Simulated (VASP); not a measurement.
# Y (P6_3/mmc) in VASP: notebook, part 6 of 7

VASP 6.6.1. The steps go on from the part before.

**88. Equation of state, PBEsol, 32.02 Å³/atom**

INCAR reads:

```
SYSTEM = Y
PREC = Accurate ; ENCUT = 450
EDIFF = 1E-6 ; ISMEAR = -1
SIGMA = 0.4 ; LREAL = .FALSE.
LASPH = .TRUE. ; NELM = 100
ALGO = Normal ; ISIF = 2
LWAVE = .FALSE. ; LCHARG = .FALSE.
GGA = PS ; ADDGRID = .FALSE.
```

KPOINTS reads:

```
Automatic mesh
0
G
  12 12 7
  0 0 0
```

POSCAR reads:

```
Y
1.0
    3.6105550567      0.0000000000      0.0000000000
   -1.8052775283      3.1268324009      0.0000000000
    0.0000000000      0.0000000000      5.6727111937
Y
2
Direct
    0.6666666667      0.3333333333      0.7500000000
    0.3333333333      0.6666666667      0.2500000000
```

Run with:

```
> cat potpaw_PBE.64/Y_sv/POTCAR > POTCAR
> mpirun -np 1 vasp_std > vasp.out
```

Wall time 50 s (1 thread of Intel Xeon Platinum 8488C (Sapphire Rapids), shared host); peak memory 0.22 GiB.

The run converged, but some of its settings lie outside the range that counts as converged, so its numbers aren't taken as properties of the crystal.

Results:

* Free energy: -14.4369 eV
* Pressure: 0.4 GPa
* Band gap on the k mesh: none (metal or under the smearing width)

Caveat: the PAW data sets were made with another functional, which shifts forces and pressure a little.

**89. Equation of state, PBEsol, 34.00 Å³/atom**

INCAR is that of step 88.

KPOINTS is that of step 88.

POSCAR reads:

```
Y
1.0
    3.6835152200      0.0000000000      0.0000000000
   -1.8417576100      3.1900177558      0.0000000000
    0.0000000000      0.0000000000      5.7873423041
Y
2
Direct
    0.6666666667      0.3333333333      0.7500000000
    0.3333333333      0.6666666667      0.2500000000
```

Run with:

```
> cat potpaw_PBE.64/Y_sv/POTCAR > POTCAR
> mpirun -np 1 vasp_std > vasp.out
```

Run time: 49 s. Hardware: 1 thread of Intel Xeon Platinum 8488C (Sapphire Rapids), shared host; peak memory 0.23 GiB.

The run converged, but some of its settings lie outside the range that counts as converged, so its numbers aren't taken as properties of the crystal.

What came out:

```yaml
Free_energy: -14.4187 eV
Pressure: -1.8 GPa
Band_gap_on_the_k_mesh: none (metal or under the smearing width)
```

Caveat: the PAW data sets were made with another functional, which shifts forces and pressure a little.

**90. Equation of state, PBEsol, 32.02 Å³/atom**

INCAR, as its differences from that of step 89:

```diff
@@ -3,3 +3,3 @@
 EDIFF = 1E-6 ; ISMEAR = -1
-SIGMA = 0.4 ; LREAL = .FALSE.
+SIGMA = 0.2 ; LREAL = .FALSE.
 LASPH = .TRUE. ; NELM = 100
```

KPOINTS is that of step 89.

POSCAR reads:

```
Y
1.0
    3.6105550567      0.0000000000      0.0000000000
   -1.8052775283      3.1268324009      0.0000000000
    0.0000000000      0.0000000000      5.6727111937
Y
2
Direct
    0.6666666667      0.3333333333      0.7500000000
    0.3333333333      0.6666666667      0.2500000000
```

Potentials or basis: VASP PAW PBE potentials, release 64 (Y_sv).

Run with:

```
> cat potpaw_PBE.64/Y_sv/POTCAR > POTCAR
> mpirun -np 1 vasp_std > vasp.out
```

Run time: 54 s. Hardware: 1 thread of Intel Xeon Platinum 8488C (Sapphire Rapids), shared host; peak memory 0.22 GiB.

These settings aren't checked as converged: the numbers below hold their error.

What came out:

```
Free energy            : -13.8594 eV
Pressure               : -0.7 GPa
Band gap on the k mesh : none (metal or under the smearing width)
```

Caveat: the PAW data sets were made with another functional, which shifts forces and pressure a little.

**91. Equation of state, PBEsol, 34.00 Å³/atom**

INCAR is that of step 90.

KPOINTS is that of step 90.

POSCAR reads:

```
Y
1.0
    3.6835152200      0.0000000000      0.0000000000
   -1.8417576100      3.1900177558      0.0000000000
    0.0000000000      0.0000000000      5.7873423041
Y
2
Direct
    0.6666666667      0.3333333333      0.7500000000
    0.3333333333      0.6666666667      0.2500000000
```

Run with:

```
> cat potpaw_PBE.64/Y_sv/POTCAR > POTCAR
> mpirun -np 1 vasp_std > vasp.out
```

It took 54 s on 1 thread of Intel Xeon Platinum 8488C (Sapphire Rapids), shared host; peak memory 0.22 GiB.

The run converged, but some of its settings lie outside the range that counts as converged, so its numbers aren't taken as properties of the crystal.

Results:

```
Free energy            : -13.8160 eV
Pressure               : -2.8 GPa
Band gap on the k mesh : none (metal or under the smearing width)
```

Caveat: the PAW data sets were made with another functional, which shifts forces and pressure a little.

**92. Equation of state, PBEsol, 32.02 Å³/atom**

INCAR, as its differences from that of step 91:

```diff
@@ -3,3 +3,3 @@
 EDIFF = 1E-6 ; ISMEAR = -1
-SIGMA = 0.2 ; LREAL = .FALSE.
+SIGMA = 0.1 ; LREAL = .FALSE.
 LASPH = .TRUE. ; NELM = 100
```

KPOINTS is that of step 91.

POSCAR reads:

```
Y
1.0
    3.6105550567      0.0000000000      0.0000000000
   -1.8052775283      3.1268324009      0.0000000000
    0.0000000000      0.0000000000      5.6727111937
Y
2
Direct
    0.6666666667      0.3333333333      0.7500000000
    0.3333333333      0.6666666667      0.2500000000
```

Run with:

```
> cat potpaw_PBE.64/Y_sv/POTCAR > POTCAR
> mpirun -np 1 vasp_std > vasp.out
```

Run time: 58 s. Hardware: 1 thread of Intel Xeon Platinum 8488C (Sapphire Rapids), shared host; peak memory 0.22 GiB.

The run converged, but some of its settings lie outside the range that counts as converged, so its numbers aren't taken as properties of the crystal.

What came out:

| Item | Value |
| --- | --- |
| Free energy | -13.6944 eV |
| Pressure | -1.0 GPa |
| Band gap on the k mesh | none (metal or under the smearing width) |

Caveat: the PAW data sets were made with another functional, which shifts forces and pressure a little.

**93. Equation of state, PBEsol, 34.00 Å³/atom**

INCAR is that of step 92.

KPOINTS is that of step 92.

POSCAR reads:

```
Y
1.0
    3.6835152200      0.0000000000      0.0000000000
   -1.8417576100      3.1900177558      0.0000000000
    0.0000000000      0.0000000000      5.7873423041
Y
2
Direct
    0.6666666667      0.3333333333      0.7500000000
    0.3333333333      0.6666666667      0.2500000000
```

Potentials or basis: VASP PAW PBE potentials, release 64 (Y_sv).

Run with:

```
> cat potpaw_PBE.64/Y_sv/POTCAR > POTCAR
> mpirun -np 1 vasp_std > vasp.out
```

Wall time 58 s (1 thread of Intel Xeon Platinum 8488C (Sapphire Rapids), shared host); peak memory 0.22 GiB.

These settings aren't checked as converged: the numbers below hold their error.

Results:

| Item | Value |
| --- | --- |
| Free energy | -13.6440 eV |
| Pressure | -3.1 GPa |
| Band gap on the k mesh | none (metal or under the smearing width) |

Caveat: the PAW data sets were made with another functional, which shifts forces and pressure a little.

**94. Equation of state, PBEsol, 32.02 Å³/atom**

INCAR, as its differences from that of step 93:

```diff
@@ -3,3 +3,3 @@
 EDIFF = 1E-6 ; ISMEAR = -1
-SIGMA = 0.1 ; LREAL = .FALSE.
+SIGMA = 0.05 ; LREAL = .FALSE.
 LASPH = .TRUE. ; NELM = 100
```

KPOINTS is that of step 93.

POSCAR reads:

```
Y
1.0
    3.6105550567      0.0000000000      0.0000000000
   -1.8052775283      3.1268324009      0.0000000000
    0.0000000000      0.0000000000      5.6727111937
Y
2
Direct
    0.6666666667      0.3333333333      0.7500000000
    0.3333333333      0.6666666667      0.2500000000
```

Run with:

```
> cat potpaw_PBE.64/Y_sv/POTCAR > POTCAR
> mpirun -np 1 vasp_std > vasp.out
```

Wall time 56 s (1 thread of Intel Xeon Platinum 8488C (Sapphire Rapids), shared host); peak memory 0.21 GiB.

These settings aren't checked as converged: the numbers below hold their error.

What came out:

* Free energy: -13.6461 eV
* Pressure: -1.0 GPa
* Band gap on the k mesh: none (metal or under the smearing width)

Caveat: the PAW data sets were made with another functional, which shifts forces and pressure a little.

**95. Equation of state, PBEsol, 34.00 Å³/atom**

INCAR is that of step 94.

KPOINTS is that of step 94.

POSCAR reads:

```
Y
1.0
    3.6835152200      0.0000000000      0.0000000000
   -1.8417576100      3.1900177558      0.0000000000
    0.0000000000      0.0000000000      5.7873423041
Y
2
Direct
    0.6666666667      0.3333333333      0.7500000000
    0.3333333333      0.6666666667      0.2500000000
```

Run with:

```
> cat potpaw_PBE.64/Y_sv/POTCAR > POTCAR
> mpirun -np 1 vasp_std > vasp.out
```

It took 57 s on 1 thread of Intel Xeon Platinum 8488C (Sapphire Rapids), shared host; peak memory 0.22 GiB.

The run converged, but some of its settings lie outside the range that counts as converged, so its numbers aren't taken as properties of the crystal.

What came out:

* Free energy: -13.5945 eV
* Pressure: -3.2 GPa
* Band gap on the k mesh: none (metal or under the smearing width)

Caveat: the PAW data sets were made with another functional, which shifts forces and pressure a little.

**96. Equation of state, PBEsol, 32.02 Å³/atom**

INCAR, as its differences from that of step 95:

```diff
@@ -3,3 +3,3 @@
 EDIFF = 1E-6 ; ISMEAR = -1
-SIGMA = 0.05 ; LREAL = .FALSE.
+SIGMA = 0.02 ; LREAL = .FALSE.
 LASPH = .TRUE. ; NELM = 100
```

KPOINTS is that of step 95.

POSCAR reads:

```
Y
1.0
    3.6105550567      0.0000000000      0.0000000000
   -1.8052775283      3.1268324009      0.0000000000
    0.0000000000      0.0000000000      5.6727111937
Y
2
Direct
    0.6666666667      0.3333333333      0.7500000000
    0.3333333333      0.6666666667      0.2500000000
```

Potentials or basis: VASP PAW PBE potentials, release 64 (Y_sv).

Run with:

```
> cat potpaw_PBE.64/Y_sv/POTCAR > POTCAR
> mpirun -np 1 vasp_std > vasp.out
```

Wall time 57 s (1 thread of Intel Xeon Platinum 8488C (Sapphire Rapids), shared host); peak memory 0.21 GiB.

The run converged, but some of its settings lie outside the range that counts as converged, so its numbers aren't taken as properties of the crystal.

What came out:

```
Free energy            : -13.6306 eV
Pressure               : -1.0 GPa
Band gap on the k mesh : none (metal or under the smearing width)
```

Caveat: the PAW data sets were made with another functional, which shifts forces and pressure a little.

**97. Equation of state, PBEsol, 34.00 Å³/atom**

INCAR is that of step 96.

KPOINTS is that of step 96.

POSCAR reads:

```
Y
1.0
    3.6835152200      0.0000000000      0.0000000000
   -1.8417576100      3.1900177558      0.0000000000
    0.0000000000      0.0000000000      5.7873423041
Y
2
Direct
    0.6666666667      0.3333333333      0.7500000000
    0.3333333333      0.6666666667      0.2500000000
```

Run with:

```
> cat potpaw_PBE.64/Y_sv/POTCAR > POTCAR
> mpirun -np 1 vasp_std > vasp.out
```

Run time: 56 s. Hardware: 1 thread of Intel Xeon Platinum 8488C (Sapphire Rapids), shared host; peak memory 0.22 GiB.

The run converged, but some of its settings lie outside the range that counts as converged, so its numbers aren't taken as properties of the crystal.

What came out:

```yaml
Free_energy: -13.5789 eV
Pressure: -3.2 GPa
Band_gap_on_the_k_mesh: none (metal or under the smearing width)
```

Caveat: the PAW data sets were made with another functional, which shifts forces and pressure a little.

**98. Equation of state, PBEsol, 32.02 Å³/atom**

INCAR reads:

```
SYSTEM = Y
PREC = Accurate ; ENCUT = 450
EDIFF = 1E-6 ; ISMEAR = -5
SIGMA = 0.15 ; LREAL = .FALSE.
LASPH = .TRUE. ; NELM = 100
ALGO = Normal ; ISIF = 2
LWAVE = .FALSE. ; LCHARG = .FALSE.
GGA = PS ; ADDGRID = .FALSE.
```

KPOINTS is that of step 97.

POSCAR reads:

```
Y
1.0
    3.6105550567      0.0000000000      0.0000000000
   -1.8052775283      3.1268324009      0.0000000000
    0.0000000000      0.0000000000      5.6727111937
Y
2
Direct
    0.6666666667      0.3333333333      0.7500000000
    0.3333333333      0.6666666667      0.2500000000
```

Run with:

```
> cat potpaw_PBE.64/Y_sv/POTCAR > POTCAR
> mpirun -np 1 vasp_std > vasp.out
```

Wall time 57 s (1 thread of Intel Xeon Platinum 8488C (Sapphire Rapids), shared host); peak memory 0.22 GiB.

These settings aren't checked as converged: the numbers below hold their error.

What came out:

| Quantity | Value |
| --- | --- |
| Free energy | -13.6285 eV |
| Pressure | -1.0 GPa |
| Band gap on the k mesh | none (metal or under the smearing width) |

Caveat: the PAW data sets were made with another functional, which shifts forces and pressure a little; tetrahedron occupations give inexact forces and stress in metals.

**99. Equation of state, PBEsol, 34.00 Å³/atom**

INCAR is that of step 98.

KPOINTS is that of step 98.

POSCAR reads:

```
Y
1.0
    3.6835152200      0.0000000000      0.0000000000
   -1.8417576100      3.1900177558      0.0000000000
    0.0000000000      0.0000000000      5.7873423041
Y
2
Direct
    0.6666666667      0.3333333333      0.7500000000
    0.3333333333      0.6666666667      0.2500000000
```

Potentials or basis: VASP PAW PBE potentials, release 64 (Y_sv).

Run with:

```
> cat potpaw_PBE.64/Y_sv/POTCAR > POTCAR
> mpirun -np 1 vasp_std > vasp.out
```

Run time: 56 s. Hardware: 1 thread of Intel Xeon Platinum 8488C (Sapphire Rapids), shared host; peak memory 0.22 GiB.

These settings aren't checked as converged: the numbers below hold their error.

Results:

```yaml
Free_energy: -13.5766 eV
Pressure: -3.2 GPa
Band_gap_on_the_k_mesh: none (metal or under the smearing width)
```

Caveat: the PAW data sets were made with another functional, which shifts forces and pressure a little; tetrahedron occupations give inexact forces and stress in metals.

**100. Equation of state, PBEsol, 32.02 Å³/atom**

INCAR, as its differences from that of step 99:

```diff
@@ -2,3 +2,3 @@
 PREC = Accurate ; ENCUT = 450
-EDIFF = 1E-6 ; ISMEAR = -5
+EDIFF = 1E-6 ; ISMEAR = 0
 SIGMA = 0.15 ; LREAL = .FALSE.
```

KPOINTS is that of step 99.

POSCAR reads:

```
Y
1.0
    3.6105550567      0.0000000000      0.0000000000
   -1.8052775283      3.1268324009      0.0000000000
    0.0000000000      0.0000000000      5.6727111937
Y
2
Direct
    0.6666666667      0.3333333333      0.7500000000
    0.3333333333      0.6666666667      0.2500000000
```

Run with:

```
> cat potpaw_PBE.64/Y_sv/POTCAR > POTCAR
> mpirun -np 1 vasp_std > vasp.out
```

It took 47 s on 1 thread of Intel Xeon Platinum 8488C (Sapphire Rapids), shared host; peak memory 0.22 GiB.

The run converged, but some of its settings lie outside the range that counts as converged, so its numbers aren't taken as properties of the crystal.

What came out:

- Free energy: -13.6528 eV
- Pressure: -1.0 GPa
- Band gap on the k mesh: none (metal or under the smearing width)

Caveat: the PAW data sets were made with another functional, which shifts forces and pressure a little.

**101. Equation of state, PBEsol, 34.00 Å³/atom**

INCAR is that of step 100.

KPOINTS is that of step 100.

POSCAR reads:

```
Y
1.0
    3.6835152200      0.0000000000      0.0000000000
   -1.8417576100      3.1900177558      0.0000000000
    0.0000000000      0.0000000000      5.7873423041
Y
2
Direct
    0.6666666667      0.3333333333      0.7500000000
    0.3333333333      0.6666666667      0.2500000000
```

Run with:

```
> cat potpaw_PBE.64/Y_sv/POTCAR > POTCAR
> mpirun -np 1 vasp_std > vasp.out
```

It took 54 s on 1 thread of Intel Xeon Platinum 8488C (Sapphire Rapids), shared host; peak memory 0.22 GiB.

The run converged, but some of its settings lie outside the range that counts as converged, so its numbers aren't taken as properties of the crystal.

Results:

| Item | Value |
| --- | --- |
| Free energy | -13.6011 eV |
| Pressure | -3.2 GPa |
| Band gap on the k mesh | none (metal or under the smearing width) |

Caveat: the PAW data sets were made with another functional, which shifts forces and pressure a little.

**102. Equation of state, PBEsol, 32.02 Å³/atom**

INCAR, as its differences from that of step 101:

```diff
@@ -2,3 +2,3 @@
 PREC = Accurate ; ENCUT = 450
-EDIFF = 1E-6 ; ISMEAR = 0
+EDIFF = 1E-6 ; ISMEAR = 1
 SIGMA = 0.15 ; LREAL = .FALSE.
```

KPOINTS is that of step 101.

POSCAR reads:

```
Y
1.0
    3.6105550567      0.0000000000      0.0000000000
   -1.8052775283      3.1268324009      0.0000000000
    0.0000000000      0.0000000000      5.6727111937
Y
2
Direct
    0.6666666667      0.3333333333      0.7500000000
    0.3333333333      0.6666666667      0.2500000000
```

Potentials or basis: VASP PAW PBE potentials, release 64 (Y_sv).

Run with:

```
> cat potpaw_PBE.64/Y_sv/POTCAR > POTCAR
> mpirun -np 1 vasp_std > vasp.out
```

Wall time 56 s (1 thread of Intel Xeon Platinum 8488C (Sapphire Rapids), shared host); peak memory 0.22 GiB.

The run converged, but some of its settings lie outside the range that counts as converged, so its numbers aren't taken as properties of the crystal.

What came out:

```yaml
Free_energy: -13.6292 eV
Pressure: -1.0 GPa
Band_gap_on_the_k_mesh: none (metal or under the smearing width)
```

Caveat: the PAW data sets were made with another functional, which shifts forces and pressure a little.

**103. Equation of state, PBEsol, 34.00 Å³/atom**

INCAR is that of step 102.

KPOINTS is that of step 102.

POSCAR reads:

```
Y
1.0
    3.6835152200      0.0000000000      0.0000000000
   -1.8417576100      3.1900177558      0.0000000000
    0.0000000000      0.0000000000      5.7873423041
Y
2
Direct
    0.6666666667      0.3333333333      0.7500000000
    0.3333333333      0.6666666667      0.2500000000
```

Run with:

```
> cat potpaw_PBE.64/Y_sv/POTCAR > POTCAR
> mpirun -np 1 vasp_std > vasp.out
```

Wall time 57 s (1 thread of Intel Xeon Platinum 8488C (Sapphire Rapids), shared host); peak memory 0.22 GiB.

The run converged, but some of its settings lie outside the range that counts as converged, so its numbers aren't taken as properties of the crystal.

Results:

- Free energy: -13.5773 eV
- Pressure: -3.2 GPa
- Band gap on the k mesh: none (metal or under the smearing width)

Caveat: the PAW data sets were made with another functional, which shifts forces and pressure a little.

**104. Equation of state, PBEsol, 32.02 Å³/atom**

INCAR reads:

```
SYSTEM = Y
PREC = Accurate ; ENCUT = 900
EDIFF = 1E-6 ; ISMEAR = -1
SIGMA = 0.15 ; LREAL = .FALSE.
LASPH = .TRUE. ; NELM = 100
ALGO = Normal ; ISIF = 2
LWAVE = .FALSE. ; LCHARG = .FALSE.
GGA = PS ; ADDGRID = .FALSE.
```

KPOINTS reads:

```
Automatic mesh
0
G
  9 9 5
  0 0 0
```

POSCAR reads:

```
Y
1.0
    3.6105550567      0.0000000000      0.0000000000
   -1.8052775283      3.1268324009      0.0000000000
    0.0000000000      0.0000000000      5.6727111937
Y
2
Direct
    0.6666666667      0.3333333333      0.7500000000
    0.3333333333      0.6666666667      0.2500000000
```

Run with:

```
> cat potpaw_PBE.64/Y_sv/POTCAR > POTCAR
> mpirun -np 1 vasp_std > vasp.out
```

It took 66 s on 1 thread of Intel Xeon Platinum 8488C (Sapphire Rapids), shared host; peak memory 0.31 GiB.

The run converged, but some of its settings lie outside the range that counts as converged, so its numbers aren't taken as properties of the crystal.

Results:

| Item | Value |
| --- | --- |
| Free energy | -13.7672 eV |
| Pressure | -0.8 GPa |
| Band gap on the k mesh | none (metal or under the smearing width) |

Caveat: the PAW data sets were made with another functional, which shifts forces and pressure a little.

**105. Equation of state, PBEsol, 34.00 Å³/atom**

INCAR is that of step 104.

KPOINTS is that of step 104.

POSCAR reads:

```
Y
1.0
    3.6835152200      0.0000000000      0.0000000000
   -1.8417576100      3.1900177558      0.0000000000
    0.0000000000      0.0000000000      5.7873423041
Y
2
Direct
    0.6666666667      0.3333333333      0.7500000000
    0.3333333333      0.6666666667      0.2500000000
```

Potentials or basis: VASP PAW PBE potentials, release 64 (Y_sv).

Run with:

```
> cat potpaw_PBE.64/Y_sv/POTCAR > POTCAR
> mpirun -np 1 vasp_std > vasp.out
```

Wall time 58 s (1 thread of Intel Xeon Platinum 8488C (Sapphire Rapids), shared host); peak memory 0.31 GiB.

These settings aren't checked as converged: the numbers below hold their error.

Results:

- Free energy: -13.7193 eV
- Pressure: -3.0 GPa
- Band gap on the k mesh: none (metal or under the smearing width)

Caveat: the PAW data sets were made with another functional, which shifts forces and pressure a little.

**106. Equation of state, PBEsol, 32.02 Å³/atom**

INCAR, as its differences from that of step 105:

```diff
@@ -1,3 +1,3 @@
 SYSTEM = Y
-PREC = Accurate ; ENCUT = 900
+PREC = Accurate ; ENCUT = 550
 EDIFF = 1E-6 ; ISMEAR = -1
```

KPOINTS reads:

```
Automatic mesh
0
G
  12 12 7
  0 0 0
```

POSCAR reads:

```
Y
1.0
    3.6105550567      0.0000000000      0.0000000000
   -1.8052775283      3.1268324009      0.0000000000
    0.0000000000      0.0000000000      5.6727111937
Y
2
Direct
    0.6666666667      0.3333333333      0.7500000000
    0.3333333333      0.6666666667      0.2500000000
```

Run with:

```
> cat potpaw_PBE.64/Y_sv/POTCAR > POTCAR
> mpirun -np 1 vasp_std > vasp.out
```

Run time: 68 s. Hardware: 1 thread of Intel Xeon Platinum 8488C (Sapphire Rapids), shared host; peak memory 0.24 GiB.

These settings aren't checked as converged: the numbers below hold their error.

Results:

```yaml
Free_energy: -13.7669 eV
Pressure: -0.8 GPa
Band_gap_on_the_k_mesh: none (metal or under the smearing width)
```

Caveat: the PAW data sets were made with another functional, which shifts forces and pressure a little.

[end of part 6 of 7]
